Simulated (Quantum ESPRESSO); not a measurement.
Here is a Quantum ESPRESSO 7.5 calculation.

The input pw.in:

```
&CONTROL
  calculation = 'scf'
  prefix = 'pwscf'
  outdir = './tmp'
  pseudo_dir = './pseudo'
  tprnfor = .true.
  tstress = .true.
  disk_io = 'nowf'
/
&SYSTEM
  ibrav = 0
  nat = 2
  ntyp = 1
  ecutwfc = 70
  nbnd = 21
  occupations = 'smearing'
  smearing = 'fd'
  degauss = 0.00367493
/
&ELECTRONS
  conv_thr = 4d-10
  electron_maxstep = 120
  mixing_beta = 0.5
/
ATOMIC_SPECIES
Sn   118.7100 Sn_ONCV_PBE-1.2.upf
CELL_PARAMETERS angstrom
   0.0000000000    3.2333428000    3.2333428000
   3.2333428000    0.0000000000    3.2333428000
   3.2333428000    3.2333428000    0.0000000000
ATOMIC_POSITIONS crystal
Sn     0.7500000000    0.7500000000    0.7500000000
Sn     0.5000000000    0.5000000000    0.5000000000
K_POINTS automatic
6 6 6 0 0 0
```

Potentials or basis: SG15 PBE 1.2.

Launch:

```console
$ OMP_NUM_THREADS=1 mpirun -n 2 pw.x -nk 2 -in pw.in > pw.out
```

Problem. What does it give for the pressure?

Solution. 3.9 GPa.

Problem. Predict the band gap on the k mesh.

Solution. None (metal or under the smearing width).
